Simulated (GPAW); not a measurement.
# TiC (Fm-3m) in GPAW: settings compared

Aim: see how the results for TiC move with the level of theory and the settings. Levels: PBE+D3(BJ), PBE+D4. Tasks: relaxation of cell and atoms.

Everything below comes from runs of GPAW 26.7.0. Logs are shortened: lines on timing, memory, paths and dates and some standing lists are left out, and cuts for length are marked. The log counts tension as positive stress, the text compression.

**1. The structure**

Symmetry: Fm-3m, No. 225, cubic system. Conventional cell: a = 4.331 Å, b = 4.331 Å, c = 4.331 Å, α = 90.00°, β = 90.00°, γ = 90.00°. Ti (site symmetry m-3m) is surrounded by 6 C at 2.17 Å. C (site symmetry m-3m) is surrounded by 6 Ti at 2.17 Å.

The cell is a database's computed one.

**2. Relaxation of cell and atoms, PBE+D3(BJ)**

The input, run.py:

```python
from ase.calculators.mixing import SumCalculator
from ase.filters import FrechetCellFilter
from ase.io import read, write
from ase.optimize import BFGS
from dftd3.ase import DFTD3
from gpaw import GPAW, PW

atoms = read('TiC.xyz')

calc = GPAW(mode=PW(800),
            xc='PBE',
            kpts={'size': (11, 11, 11), 'gamma': True},
            occupations={'name': 'fermi-dirac', 'width': 0.05},
            nbands=18,
            convergence={'density': 1e-05, 'forces': 0.0001},
            maxiter=150,
            txt='gpaw.txt')
atoms.calc = SumCalculator([calc, DFTD3(method='pbe', damping='d3bj')])
opt = BFGS(FrechetCellFilter(atoms), trajectory='relax.traj', logfile='-')
done = opt.run(fmax=0.02, steps=40)
calc.write('gs.gpw')
write('result.traj', atoms)
print('Converged:', done)
print('Cell:', atoms.cell.cellpar().round(4))
print('Volume:', round(atoms.get_volume(), 4))
print(atoms.get_scaled_positions().round(5))
```

The input, TiC.xyz:

```xyz
2
Lattice="0.0000000000 2.1657188437 2.1657188437 2.1657188437 0.0000000000 2.1657188437 2.1657188437 2.1657188437 0.0000000000" Properties=species:S:1:pos:R:3 pbc="T T T"
Ti     0.0000000000      0.0000000000      0.0000000000
C      2.1657188437      2.1657188437      2.1657188437
```

Potentials or basis: GPAW PAW data sets (gpaw-data 1.2.1), pw.

On the command line:

```bash
$ OMP_NUM_THREADS=1 python run.py
```

gpaw.txt:

```text
__  _  _
 | _ |_)|_||  |
 |__||  | ||/\| - 26.7.0

Input parameters:
  mode=PW(ecut=800.0),
  convergence={'density': 1e-05, 'forces': 0.0001},
  kpts=MonkhorstPack(size=(11, 11, 11), gamma=True),
  maxiter=150,
  nbands=18,
  occupations=Occupations(name='fermi-dirac', width=0.05),
  xc=XC(name='PBE')

Diagonalizing LCAO Hamiltonian
Converting LCAO to pw mode

              C

       Ti

Atoms  # Å, Bohr magnetons
|   | symbol |        x |        y |        z |    initial magnetic moments |
|---|--------|----------|----------|----------|-----------------------------|
| 0 |     Ti | 0.000000 | 0.000000 | 0.000000 | ( 0.0000,  0.0000,  0.0000) |
| 1 |      C | 2.165719 | 2.165719 | 2.165719 | ( 0.0000,  0.0000,  0.0000) |

Unit cell  # Å
| periodic |        x |        y |        z |  lengths |    angles |
|----------|----------|----------|----------|----------|-----------|
|      yes | 0.000000 | 2.165719 | 2.165719 | 3.062789 | 60.000000 |
|      yes | 2.165719 | 0.000000 | 2.165719 | 3.062789 | 60.000000 |
|      yes | 2.165719 | 2.165719 | 0.000000 | 3.062789 | 60.000000 |

Number of symmetries: 48
Symmetry operations  # r_c * U_cc + t_c -> r_c
|    | kind |            matrix            |
|----|------|------------------------------|
|  0 |  σ   |  1, 0, 0,  1, 0,-1,  1,-1, 0 |
|  1 |  C2  |  1, 0, 0,  1,-1, 0,  1, 0,-1 |
|  2 |  E   |  1, 0, 0,  0, 1, 0,  0, 0, 1 |
|  3 |  σ   |  1, 0, 0,  0, 0, 1,  0, 1, 0 |
|  4 |  C4  |  1, 0,-1,  1, 0, 0,  1,-1, 0 |
|  5 |  S6  |  1, 0,-1,  1,-1, 0,  1, 0, 0 |
|  6 |  σ   |  1, 0,-1,  0, 1,-1,  0, 0,-1 |
|  7 |  C3  |  1, 0,-1,  0, 0,-1,  0, 1,-1 |
|  8 |  S6  |  1,-1, 0,  1, 0, 0,  1, 0,-1 |
|  9 |  C4  |  1,-1, 0,  1, 0,-1,  1, 0, 0 |
| 10 |  C3  |  1,-1, 0,  0,-1, 1,  0,-1, 0 |
| 11 |  σ   |  1,-1, 0,  0,-1, 0,  0,-1, 1 |
| 12 |  σ   |  0, 1, 0,  1, 0, 0,  0, 0, 1 |
| 13 |  C4  |  0, 1, 0,  0, 1,-1, -1, 1, 0 |
| 14 |  C3  |  0, 1, 0,  0, 0, 1,  1, 0, 0 |
| 15 |  S6  |  0, 1, 0, -1, 1, 0,  0, 1,-1 |
| 16 |  C2  |  0, 1,-1,  1, 0,-1,  0, 0,-1 |
| 17 |  σ   |  0, 1,-1,  0, 1, 0, -1, 1, 0 |
| 18 |  S4  |  0, 1,-1,  0, 0,-1,  1, 0,-1 |
| 19 |  C4  |  0, 1,-1, -1, 1, 0,  0, 1, 0 |
| 20 |  C3  |  0, 0, 1,  1, 0, 0,  0, 1, 0 |
| 21 |  σ   |  0, 0, 1,  0, 1, 0,  1, 0, 0 |
| 22 |  S6  |  0, 0, 1,  0,-1, 1, -1, 0, 1 |
| 23 |  C4  |  0, 0, 1, -1, 0, 1,  0,-1, 1 |
| 24 |  S4  |  0, 0,-1,  1, 0,-1,  0, 1,-1 |
| 25 |  C3  |  0, 0,-1,  0, 1,-1,  1, 0,-1 |
| 26 |  C2  |  0, 0,-1,  0,-1, 0, -1, 0, 0 |
| 27 |  S6  |  0, 0,-1, -1, 0, 0,  0,-1, 0 |
| 28 |  S4  |  0,-1, 1,  1,-1, 0,  0,-1, 0 |
| 29 |  C4  |  0,-1, 1,  0, 0, 1, -1, 0, 1 |
| 30 |  C2  |  0,-1, 1,  0,-1, 0,  1,-1, 0 |
| 31 |  σ   |  0,-1, 1, -1, 0, 1,  0, 0, 1 |
| 32 |  C3  |  0,-1, 0,  1,-1, 0,  0,-1, 1 |
| 33 |  S6  |  0,-1, 0,  0, 0,-1, -1, 0, 0 |
[... 184 lines left out ...]
|          0 |       -46.353 |     2.000 |
|          1 |       -22.398 |     2.000 |
|          2 |       -22.398 |     2.000 |
|          3 |       -22.398 |     2.000 |
|          4 |        -2.192 |     2.000 |
|          5 |        10.901 |     0.000 |
|          6 |        10.901 |     0.000 |
|          7 |        10.901 |     0.000 |
|          8 |        11.867 |     0.000 |
|          9 |        11.867 |     0.000 |
|         10 |        11.867 |     0.000 |
|         11 |        11.929 |     0.000 |
|         12 |        11.929 |     0.000 |
|        ... |               |           |
|         17 |        30.016 |     0.000 |

No gap
No difference between direct/indirect transitions

Stress tensor  # eV/Ang^3
|         x |         y |         z |
|-----------|-----------|-----------|
| -0.005865 | -0.000000 | -0.000000 |
| -0.000000 | -0.005865 |  0.000000 |
| -0.000000 |  0.000000 | -0.005865 |

Forces  # eV/Ang
|        x |        y |        z |
|----------|----------|----------|
| -0.00000 |  0.00000 | -0.00000 |  # Ti   0
|  0.00000 | -0.00000 | -0.00000 |  # C    1

Interpolating wave functions to new cell

              C

       Ti

Atoms  # Å, Bohr magnetons
|   | symbol |         x |         y |         z |    initial magnetic moments |
|---|--------|-----------|-----------|-----------|-----------------------------|
| 0 |     Ti | -0.000000 | -0.000000 | -0.000000 | ( 0.0000,  0.0000,  0.0000) |
| 1 |      C |  2.159508 |  2.159508 |  2.159508 | ( 0.0000,  0.0000,  0.0000) |

Unit cell  # Å
| periodic |        x |        y |         z |  lengths |    angles |
|----------|----------|----------|-----------|----------|-----------|
|      yes | 0.000000 | 2.159508 |  2.159508 | 3.054005 | 60.000000 |
|      yes | 2.159508 | 0.000000 |  2.159508 | 3.054005 | 60.000000 |
|      yes | 2.159508 | 2.159508 | -0.000000 | 3.054005 | 60.000000 |

Number of symmetries: 48
Symmetry operations  # r_c * U_cc + t_c -> r_c
|    | kind |            matrix            |
|----|------|------------------------------|
|  0 |  σ   |  1, 0, 0,  1, 0,-1,  1,-1, 0 |
|  1 |  C2  |  1, 0, 0,  1,-1, 0,  1, 0,-1 |
|  2 |  E   |  1, 0, 0,  0, 1, 0,  0, 0, 1 |
|  3 |  σ   |  1, 0, 0,  0, 0, 1,  0, 1, 0 |
|  4 |  C4  |  1, 0,-1,  1, 0, 0,  1,-1, 0 |
|  5 |  S6  |  1, 0,-1,  1,-1, 0,  1, 0, 0 |
|  6 |  σ   |  1, 0,-1,  0, 1,-1,  0, 0,-1 |
|  7 |  C3  |  1, 0,-1,  0, 0,-1,  0, 1,-1 |
|  8 |  S6  |  1,-1, 0,  1, 0, 0,  1, 0,-1 |
|  9 |  C4  |  1,-1, 0,  1, 0,-1,  1, 0, 0 |
| 10 |  C3  |  1,-1, 0,  0,-1, 1,  0,-1, 0 |
| 11 |  σ   |  1,-1, 0,  0,-1, 0,  0,-1, 1 |
| 12 |  σ   |  0, 1, 0,  1, 0, 0,  0, 0, 1 |
| 13 |  C4  |  0, 1, 0,  0, 1,-1, -1, 1, 0 |
| 14 |  C3  |  0, 1, 0,  0, 0, 1,  1, 0, 0 |
| 15 |  S6  |  0, 1, 0, -1, 1, 0,  0, 1,-1 |
| 16 |  C2  |  0, 1,-1,  1, 0,-1,  0, 0,-1 |
| 17 |  σ   |  0, 1,-1,  0, 1, 0, -1, 1, 0 |
| 18 |  S4  |  0, 1,-1,  0, 0,-1,  1, 0,-1 |
| 19 |  C4  |  0, 1,-1, -1, 1, 0,  0, 1, 0 |
| 20 |  C3  |  0, 0, 1,  1, 0, 0,  0, 1, 0 |
| 21 |  σ   |  0, 0, 1,  0, 1, 0,  1, 0, 0 |
| 22 |  S6  |  0, 0, 1,  0,-1, 1, -1, 0, 1 |
| 23 |  C4  |  0, 0, 1, -1, 0, 1,  0,-1, 1 |
| 24 |  S4  |  0, 0,-1,  1, 0,-1,  0, 1,-1 |
| 25 |  C3  |  0, 0,-1,  0, 1,-1,  1, 0,-1 |
| 26 |  C2  |  0, 0,-1,  0,-1, 0, -1, 0, 0 |
| 27 |  S6  |  0, 0,-1, -1, 0, 0,  0,-1, 0 |
| 28 |  S4  |  0,-1, 1,  1,-1, 0,  0,-1, 0 |
| 29 |  C4  |  0,-1, 1,  0, 0, 1, -1, 0, 1 |
| 30 |  C2  |  0,-1, 1,  0,-1, 0,  1,-1, 0 |
| 31 |  σ   |  0,-1, 1, -1, 0, 1,  0, 0, 1 |
| 32 |  C3  |  0,-1, 0,  1,-1, 0,  0,-1, 1 |
| 33 |  S6  |  0,-1, 0,  0, 0,-1, -1, 0, 0 |
[... 182 lines left out ...]
|          0 |       -46.218 |     2.000 |
|          1 |       -22.258 |     2.000 |
|          2 |       -22.258 |     2.000 |
|          3 |       -22.258 |     2.000 |
|          4 |        -2.121 |     2.000 |
|          5 |        11.013 |     0.000 |
|          6 |        11.013 |     0.000 |
|          7 |        11.013 |     0.000 |
|          8 |        11.988 |     0.000 |
|          9 |        11.988 |     0.000 |
|         10 |        11.988 |     0.000 |
|         11 |        12.057 |     0.000 |
|         12 |        12.057 |     0.000 |
|        ... |               |           |
|         17 |        30.246 |     0.000 |

No gap
No difference between direct/indirect transitions

Stress tensor  # eV/Ang^3
|         x |         y |         z |
|-----------|-----------|-----------|
| -0.019889 |  0.000000 |  0.000000 |
|  0.000000 | -0.019889 | -0.000000 |
|  0.000000 | -0.000000 | -0.019889 |

Forces  # eV/Ang
|        x |        y |        z |
|----------|----------|----------|
|  0.00000 |  0.00000 | -0.00000 |  # Ti   0
| -0.00000 | -0.00000 |  0.00000 |  # C    1

Interpolating wave functions to new cell

              C

       Ti

Atoms  # Å, Bohr magnetons
|   | symbol |         x |         y |         z |    initial magnetic moments |
|---|--------|-----------|-----------|-----------|-----------------------------|
| 0 |     Ti | -0.000000 | -0.000000 | -0.000000 | ( 0.0000,  0.0000,  0.0000) |
| 1 |      C |  2.147467 |  2.147467 |  2.147467 | ( 0.0000,  0.0000,  0.0000) |

Unit cell  # Å
| periodic |         x |        y |        z |  lengths |    angles |
|----------|-----------|----------|----------|----------|-----------|
|      yes | -0.000000 | 2.147467 | 2.147467 | 3.036977 | 60.000000 |
|      yes |  2.147467 | 0.000000 | 2.147467 | 3.036977 | 60.000000 |
|      yes |  2.147467 | 2.147467 | 0.000000 | 3.036977 | 60.000000 |

Number of symmetries: 48
Symmetry operations  # r_c * U_cc + t_c -> r_c
|    | kind |            matrix            |
|----|------|------------------------------|
|  0 |  σ   |  1, 0, 0,  1, 0,-1,  1,-1, 0 |
|  1 |  C2  |  1, 0, 0,  1,-1, 0,  1, 0,-1 |
|  2 |  E   |  1, 0, 0,  0, 1, 0,  0, 0, 1 |
|  3 |  σ   |  1, 0, 0,  0, 0, 1,  0, 1, 0 |
|  4 |  C4  |  1, 0,-1,  1, 0, 0,  1,-1, 0 |
|  5 |  S6  |  1, 0,-1,  1,-1, 0,  1, 0, 0 |
|  6 |  σ   |  1, 0,-1,  0, 1,-1,  0, 0,-1 |
|  7 |  C3  |  1, 0,-1,  0, 0,-1,  0, 1,-1 |
|  8 |  S6  |  1,-1, 0,  1, 0, 0,  1, 0,-1 |
|  9 |  C4  |  1,-1, 0,  1, 0,-1,  1, 0, 0 |
| 10 |  C3  |  1,-1, 0,  0,-1, 1,  0,-1, 0 |
| 11 |  σ   |  1,-1, 0,  0,-1, 0,  0,-1, 1 |
| 12 |  σ   |  0, 1, 0,  1, 0, 0,  0, 0, 1 |
| 13 |  C4  |  0, 1, 0,  0, 1,-1, -1, 1, 0 |
| 14 |  C3  |  0, 1, 0,  0, 0, 1,  1, 0, 0 |
| 15 |  S6  |  0, 1, 0, -1, 1, 0,  0, 1,-1 |
| 16 |  C2  |  0, 1,-1,  1, 0,-1,  0, 0,-1 |
| 17 |  σ   |  0, 1,-1,  0, 1, 0, -1, 1, 0 |
| 18 |  S4  |  0, 1,-1,  0, 0,-1,  1, 0,-1 |
| 19 |  C4  |  0, 1,-1, -1, 1, 0,  0, 1, 0 |
| 20 |  C3  |  0, 0, 1,  1, 0, 0,  0, 1, 0 |
| 21 |  σ   |  0, 0, 1,  0, 1, 0,  1, 0, 0 |
| 22 |  S6  |  0, 0, 1,  0,-1, 1, -1, 0, 1 |
| 23 |  C4  |  0, 0, 1, -1, 0, 1,  0,-1, 1 |
| 24 |  S4  |  0, 0,-1,  1, 0,-1,  0, 1,-1 |
| 25 |  C3  |  0, 0,-1,  0, 1,-1,  1, 0,-1 |
| 26 |  C2  |  0, 0,-1,  0,-1, 0, -1, 0, 0 |
| 27 |  S6  |  0, 0,-1, -1, 0, 0,  0,-1, 0 |
| 28 |  S4  |  0,-1, 1,  1,-1, 0,  0,-1, 0 |
| 29 |  C4  |  0,-1, 1,  0, 0, 1, -1, 0, 1 |
| 30 |  C2  |  0,-1, 1,  0,-1, 0,  1,-1, 0 |
| 31 |  σ   |  0,-1, 1, -1, 0, 1,  0, 0, 1 |
| 32 |  C3  |  0,-1, 0,  1,-1, 0,  0,-1, 1 |
| 33 |  S6  |  0,-1, 0,  0, 0,-1, -1, 0, 0 |
[... 183 lines left out ...]
|          0 |       -45.952 |     2.000 |
|          1 |       -21.984 |     2.000 |
|          2 |       -21.984 |     2.000 |
|          3 |       -21.984 |     2.000 |
|          4 |        -1.982 |     2.000 |
|          5 |        11.235 |     0.000 |
|          6 |        11.235 |     0.000 |
|          7 |        11.235 |     0.000 |
|          8 |        12.225 |     0.000 |
|          9 |        12.225 |     0.000 |
|         10 |        12.225 |     0.000 |
|         11 |        12.310 |     0.000 |
|         12 |        12.310 |     0.000 |
|        ... |               |           |
|         17 |        30.699 |     0.000 |

No gap
No difference between direct/indirect transitions

Stress tensor  # eV/Ang^3
|         x |         y |         z |
|-----------|-----------|-----------|
| -0.048611 |  0.000000 | -0.000000 |
|  0.000000 | -0.048611 |  0.000000 |
| -0.000000 |  0.000000 | -0.048611 |

Forces  # eV/Ang
|        x |        y |        z |
|----------|----------|----------|
| -0.00000 |  0.00000 | -0.00000 |  # Ti   0
|  0.00000 | -0.00000 |  0.00000 |  # C    1

# Writing to gs.gpw (mode='')
```

Run time: 45 s. Hardware: 1 thread of Arm Neoverse V2, shared host; peak memory 0.22 GiB.

What came out:

- Free energy: -18.4670 eV
- Relaxed volume: 9.90 Å³/atom
- Relaxed cell: a = 3.037 Å, b = 3.037 Å, c = 3.037 Å, α = 60.00°, β = 60.00°, γ = 60.00°
- Space group after relaxing (to 0.05 Å): Fm-3m (No. 225)
- Energy gained by relaxing: 4.2 meV/atom
- Ionic steps: 3
- Pressure after relaxing: 0.1 GPa
- Band gap on the k mesh: none (metal or under the smearing width)
- Dispersion energy per atom: -0.457 eV

Step by step:
```csv
step,energy change (eV),largest force (eV/Å),pressure (GPa),volume (Å³)
1,0.0000,0.0000,-6.34,20.32
2,-0.0052,0.0000,-4.23,20.14
3,-0.0084,0.0000,0.11,19.81
```

Final structure:
```cif
data_structure
_symmetry_space_group_name_H-M 'P 1'
_symmetry_Int_Tables_number 1
_cell_length_a 3.0370
_cell_length_b 3.0370
_cell_length_c 3.0370
_cell_angle_alpha 60.000
_cell_angle_beta 60.000
_cell_angle_gamma 60.000
_cell_volume 19.81
loop_
_atom_site_label
_atom_site_type_symbol
_atom_site_fract_x
_atom_site_fract_y
_atom_site_fract_z
_atom_site_occupancy
Ti1 Ti 0.00000 0.00000 0.00000 1
C1 C 0.50000 0.50000 0.50000 1
```

Levels at points of the mesh, in eV from the Fermi level:
```
           k point  band 4  band 5  band 6  band 7  band 8  band 9  band 10  band 11  band 12  band 13
(0.00, 0.00, 0.00)  -32.57  -12.57    0.65    0.65    0.65    1.64     1.64     1.64     1.72     1.72
```

Caveat: later steps reuse the first step's grids; pairwise dispersion overbinds metals, which lowers pressure and volume.

**3. Relaxation of cell and atoms, PBE+D4, target pressure 5 GPa, at which the enthalpy is minimised**

run.py: that of step 2 with these lines changed.

```diff
@@ -3,4 +3,5 @@
 from ase.io import read, write
-from ase.optimize import BFGS
-from dftd3.ase import DFTD3
+from ase.optimize import FIRE
+from ase.units import GPa
+from dftd4.ase import DFTD4
 from gpaw import GPAW, PW
@@ -17,5 +18,5 @@
             txt='gpaw.txt')
-atoms.calc = SumCalculator([calc, DFTD3(method='pbe', damping='d3bj')])
-opt = BFGS(FrechetCellFilter(atoms), trajectory='relax.traj', logfile='-')
-done = opt.run(fmax=0.02, steps=40)
+atoms.calc = SumCalculator([calc, DFTD4(method='pbe')])
+opt = FIRE(FrechetCellFilter(atoms, scalar_pressure=5 * GPa), trajectory='relax.traj', logfile='-')
+done = opt.run(fmax=0.05, steps=100)
 calc.write('gs.gpw')
```

TiC.xyz is that of step 2.

Potentials or basis: GPAW PAW data sets (gpaw-data 1.2.1), pw.

On the command line:

```bash
$ OMP_NUM_THREADS=1 python run.py
```

It took 3.8 min on 1 thread of Arm Neoverse V2, shared host; peak memory 0.42 GiB.

The run converged. Its results:

| Item | Value |
| --- | --- |
| Free energy | -18.1152 eV |
| Relaxed volume | 9.79 Å³/atom |
| Relaxed cell | a = 3.026 Å, b = 3.026 Å, c = 3.026 Å, α = 59.99°, β = 59.99°, γ = 59.99° |
| Space group after relaxing (to 0.05 Å) | Fm-3m (No. 225) |
| Energy change on relaxing (the enthalpy is what falls) | +3.1 meV/atom |
| Ionic steps | 8 |
| Pressure after relaxing | 5.8 GPa |
| Band gap on the k mesh | none (metal or under the smearing width) |
| Dispersion energy per atom | -0.288 eV |

Step by step:
| step | energy change (eV) | largest force (eV/Å) | pressure (GPa) | volume (Å³) |
| --- | --- | --- | --- | --- |
| 1 | 0.0000 | 0.0000 | -3.86 | 20.32 |
| 2 | -0.0024 | 0.0000 | -1.75 | 20.15 |
| 3 | -0.0011 | 0.0000 | 2.12 | 19.85 |
| 4 | 0.0098 | 0.0000 | 7.00 | 19.51 |
| 5 | 0.0094 | 0.0000 | 6.87 | 19.52 |
| 6 | 0.0086 | 0.0000 | 6.62 | 19.53 |
| 7 | 0.0075 | 0.0000 | 6.26 | 19.56 |
| 8 | 0.0062 | 0.0000 | 5.82 | 19.59 |

Final structure:
```
Ti C
1.0
     0.00019    2.13960    2.13960
     2.13960    0.00019    2.13960
     2.13960    2.13960    0.00019
Ti C
1 1
Cartesian
  0.0000 0.0000 0.0000
  2.1397 2.1397 2.1397
```

Levels at points of the mesh, in eV from the Fermi level:
```csv
k point,band 6,band 7,band 8,band 9,band 10,band 11
"(0.00, 0.00, 0.00)",0.65,0.65,0.65,1.65,1.65,1.65
```

Caveat: later steps reuse the first step's grids; pairwise dispersion overbinds metals, which lowers pressure and volume.
